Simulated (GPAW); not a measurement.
Runs of GPAW 26.7.0 on ZrS. Symmetry: Fm-3m, No. 225, cubic system. Conventional cell: a = 5.250 Å, b = 5.250 Å, c = 5.250 Å, α = 90.00°, β = 90.00°, γ = 90.00°. Around Zr (site symmetry m-3m) lie 6 S at 2.62 Å. Around S (site symmetry m-3m) lie 6 Zr at 2.62 Å. 

```tsv
task	level	potentials or basis	U	cell	k mesh	cutoff (eV)	maxiter	convergence	optimizer	fmax	max steps	gap on the mesh (eV)	pressure (GPa)
single point	LDA+U	the program's PAW data sets (release 1.2.1) made for this functional, pw	Zr d U = 4.5 eV	as given	7 × 7 × 7	500	120	default	-	-	-	none	-3.8
relaxation of cell and atoms	LDA	the program's PAW data sets (release 1.2.1) made for this functional, pw	-	relaxed	9 × 9 × 9	600	150	density=1e-05 forces=0.0001	FIRE	0.02 eV/Å	40	none	-0.1
band structure	PBEsol	PAW data sets generated in the run's folder for this functional, pw	-	as given	9 × 9 × 9	600	150	-	-	-	-	-	(a)
band structure	LDA	the program's PAW data sets (release 1.2.1) made for this functional, pw	-	as given	9 × 9 × 9	600	150	-	-	-	-	-	-9.8
phonons	r2SCAN	GPAW PAW data sets (gpaw-data 1.2.1), pw	-	relaxed	9 × 9 × 9	510	150	density=1e-06 eigenstates=1e-09	-	-	-	none	0.0
```

Alike in all rows: no spin polarisation; smearing fermi-dirac 0.05 eV.

Problem. Estimate the missing entries.

Solution. (a) -7.0.

Caveats: the cutoff is short for stress and forces, so pressures can be off by a GPa or more (some runs); U without spin polarisation on a metal has little footing (some runs); later steps reuse the first step's grids (some runs); the PAW data sets were made with another functional, which shifts forces and pressure a little (some runs).

A k mesh can miss the band edges, and the runs leave out spin-orbit coupling on Zr.

A gap of «none» marks a metal or a gap under the smearing width.

Not every run made on this cell is shown here.
